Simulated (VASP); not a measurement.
PtS2, 3 atoms in the cell. It takes space group P-3m1 (No. 164, trigonal). Conventional cell: a = 3.543 Å, b = 3.543 Å, c = 5.039 Å, α = 90.00°, β = 90.00°, γ = 120.00°. Pt (site symmetry -3m) is surrounded by 6 S at 2.34 Å. Around S (site symmetry 3m) lie 3 Pt at 2.34 Å. 

```yaml
Program: VASP 6.6.1
Task: single point
Functional: PBE
Potentials_or_basis: VASP PAW PBE potentials, release 64 (Pt, S)
Cutoff: 520 eV
k_mesh: 9 × 9 × 5
Occupations: gaussian, width 0.03 eV
Spin: no spin polarisation
Further_INCAR_settings: ALGO = Normal; EDIFF = 1e-06
```

Potentials or basis: VASP PAW PBE potentials, release 64 (Pt, S).

Launch:

```console
$ cat potpaw_PBE.64/Pt/POTCAR potpaw_PBE.64/S/POTCAR > POTCAR
$ mpirun -np 1 vasp_std > vasp.out
```

Hardware: 1 thread of Intel(R) Xeon(R) 6975P-C (Granite Rapids), with other jobs on the host.

**Question.** How long does it take, and how much memory?

**Answer.** Run time: 24 s on 1 thread of Intel(R) Xeon(R) 6975P-C (Granite Rapids), with other jobs on the host, peak memory 0.2 GiB. Counts: scf iterations 14, k points 50.
